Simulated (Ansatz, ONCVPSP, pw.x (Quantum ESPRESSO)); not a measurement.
**Equation-of-state test of one ONCV potential (silicon (Si))**

```json
{
  "Element": "silicon",
  "Generator": "ONCVPSP 4.0.1.1 (patched build)",
  "Type": "optimised norm-conserving Vanderbilt (ONCV)",
  "Functional": "PBEsol",
  "Relativity": "scalar-relativistic",
  "Frozen core": "[Ne]",
  "Valence charge": "4",
  "Reference configuration": "3s2 3p1 (charge +1)",
  "Partial waves": "3s: rc 1.90 bohr, ncon 5, nbas 8, qcut 3.8 1/bohr, 1 projector; 3p: rc 1.95 bohr, ncon 4, nbas 7, qcut 3.8 1/bohr, 2 projectors, debl 3.3 Ha",
  "Local potential": "polynomial inside 1.55 bohr (lpopt 5, dvloc0 6 Ha)",
  "Core correction": "Teter function, fcfact 3.75, rcfact 1.8"
}
```

Atomic tests: cutoffs needed: 8.7 Ha and 33 Ha (the cutoffs (Ha) at which the residual kinetic energy of the hardest occupied pseudo-wave falls to 1 and 0.1 mHa per electron); ghost test: no bound ghost flagged; no localised positive-energy state flagged; largest excitation error: -275 meV (all-electron minus pseudo) for 3s1 3p0, out of 4 test configurations.

Crystal test: fcc Si in pw.x 7.5, no spin, 15³ k-points, Fermi–Dirac smearing 0.01 Ry, cutoffs 80/320 Ry. The reference is all-electron LAPW (Ansatz 0.2.0) with the same functional, mesh and smearing; V0 and B0 come from Birch–Murnaghan fits to the pressures at five volumes. Errors are pseudo minus all-electron; Δ is the rms difference of the E(V) curves that follow from these fits, minima aligned, over ±6 % about the mean V0. Mesh and smearing are coarse, so the numbers serve the comparison and aren't converged zero-temperature values; the lattice is a test structure that the element need not adopt.

| V (Å³/atom) | P all-electron (GPa) | P pseudo (GPa) |
| --- | --- | --- |
| 13.301 | 5.73 | 24.14 |
| 13.651 | 2.91 | 19.55 |
| 14.001 | 0.43 | 15.51 |
| 14.351 | -1.75 | 11.94 |
| 14.701 | -3.67 | 8.79 |

All-electron: a0 = 3.832 Å (V0 = 14.07 Å³/atom), B0 = 91.1 GPa.

Pseudopotential: mean pressure error (GPa): +15.25. The pressure does not cross zero within the volumes sampled, so no fit is given. This is a poor potential for the solid.

At the middle volume, how do free energy and pressure move when the wave cutoff is lowered (ecutrho kept at four times it)?

```json
{"cutoff (Ry)": "36", "shift of F (meV/atom)": "+15.0", "shift of P (GPa)": "-0.06"}
{"cutoff (Ry)": "48", "shift of F (meV/atom)": "+12.9", "shift of P (GPa)": "+0.01"}
{"cutoff (Ry)": "64", "shift of F (meV/atom)": "+5.1", "shift of P (GPa)": "-0.17"}
```

Input at the middle volume:

```
&control
  calculation='scf', prefix='x', pseudo_dir='./', outdir='./tmp', tstress=.true., disk_io='low'
/
&system
  ibrav=0, nat=1, ntyp=1, ecutwfc=80, ecutrho=320, nbnd=9,
  occupations='smearing', smearing='fd', degauss=0.01
/
&electrons
  conv_thr=1e-09, mixing_beta=0.4, electron_maxstep=70
/
ATOMIC_SPECIES
Si 1.0 Si.UPF
CELL_PARAMETERS angstrom
  0.00000000 1.91297673 1.91297673
  1.91297673 0.00000000 1.91297673
  1.91297673 1.91297673 0.00000000
ATOMIC_POSITIONS crystal
Si 0.0000 0.0000 0.0000
K_POINTS automatic
15 15 15 0 0 0
```

```bash
pw.x < Si.scf.in > Si.scf.out
```

Lines of the output:

```
Message from routine setup:
     using ibrav=0 with symmetry is DISCOURAGED, use correct ibrav instead
     lattice parameter (alat)  =       5.1124  a.u.
     unit-cell volume          =      94.4834 (a.u.)^3
     number of electrons       =         4.00
     number of Kohn-Sham states=            9
     kinetic-energy cutoff     =      80.0000  Ry
     charge density cutoff     =     320.0000  Ry
     scf convergence threshold =      1.0E-09
     Exchange-correlation= PBESOL
     number of k points=   120  Fermi-Dirac smearing, width (Ry)=  0.0100
     iteration #  1     ecut=    80.00 Ry     beta= 0.40
     total energy              =      -9.13071687 Ry
     estimated scf accuracy    <       0.03602353 Ry
     iteration #  2     ecut=    80.00 Ry     beta= 0.40
     total energy              =      -9.12598615 Ry
     estimated scf accuracy    <       0.01047945 Ry
     iteration #  3     ecut=    80.00 Ry     beta= 0.40
     total energy              =      -9.12670252 Ry
     estimated scf accuracy    <       0.00001074 Ry
     iteration #  4     ecut=    80.00 Ry     beta= 0.40
     c_bands:  1 eigenvalues not converged
     total energy              =      -9.12671188 Ry
     estimated scf accuracy    <       0.00000312 Ry
     iteration #  5     ecut=    80.00 Ry     beta= 0.40
     total energy              =      -9.12671216 Ry
     estimated scf accuracy    <       0.00000008 Ry
     iteration #  6     ecut=    80.00 Ry     beta= 0.40
     the Fermi energy is    11.4993 ev
!    total energy              =      -9.12671217 Ry
     estimated scf accuracy    <          7.8E-10 Ry
     smearing contrib. (-TS)   =      -0.00191685 Ry
     The total energy is F=E-TS. E is the sum of the following terms:
     one-electron contribution =       5.07069118 Ry
     hartree contribution      =       0.02656929 Ry
     xc contribution           =      -4.07575558 Ry
     ewald contribution        =     -10.14630021 Ry
     convergence has been achieved in   6 iterations
          total   stress  (Ry/bohr**3)                   (kbar)     P=      155.11
```

The run at the middle volume (120 k-points, 6 iterations) took about 9.8 s on one core of a shared host (Neoverse-V2, 96 threads, 371 GiB, load 11).
